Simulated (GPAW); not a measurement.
Crystal: As.

```
As
1.0
     2.70368    0.00000    0.00000
     0.00000    2.70368    0.00000
     0.00000    0.00000    2.70368
As
1
Direct
  0.50000 0.50000 0.50000
```

This isn't the form of As at room conditions, which is rhombohedral.

- Program: GPAW 26.7.0
- Task: relaxation of cell and atoms
- Functional: BLYP
- Potentials or basis: PAW data sets generated in the run's folder for this functional
- Cutoff: 600 eV
- Basis: pw
- k mesh: 10 × 10 × 10
- Occupations: fermi-dirac, width 0.05 eV
- Spin: no spin polarisation

At the start: pressure 8.7 GPa; volume 19.76 Å³/atom.

**Question.** How do energy, volume and symmetry change on relaxing?

**Answer.** Over 4 steps the energy falls by 55.0 meV/atom and the volume is 21.97 Å³/atom (+11.2 %); space group Pm-3m (No. 221, to 0.05 Å).

Step by step:
| step | energy change (eV) | largest force (eV/Å) | pressure (GPa) | volume (Å³) |
| --- | --- | --- | --- | --- |
| 1 | 0.0000 | 0.0000 | 8.72 | 19.76 |
| 2 | -0.0381 | 0.0000 | 4.47 | 20.70 |
| 3 | -0.0548 | 0.0000 | 0.44 | 21.83 |
| 4 | -0.0550 | 0.0000 | 0.03 | 21.97 |

Final structure:
```
As
1.0
     2.80068    0.00000    0.00000
     0.00000    2.80068    0.00000
     0.00000    0.00000    2.80068
As
1
Direct
  0.50000 0.50000 0.50000
```

Caveat: later steps reuse the first step's grids.
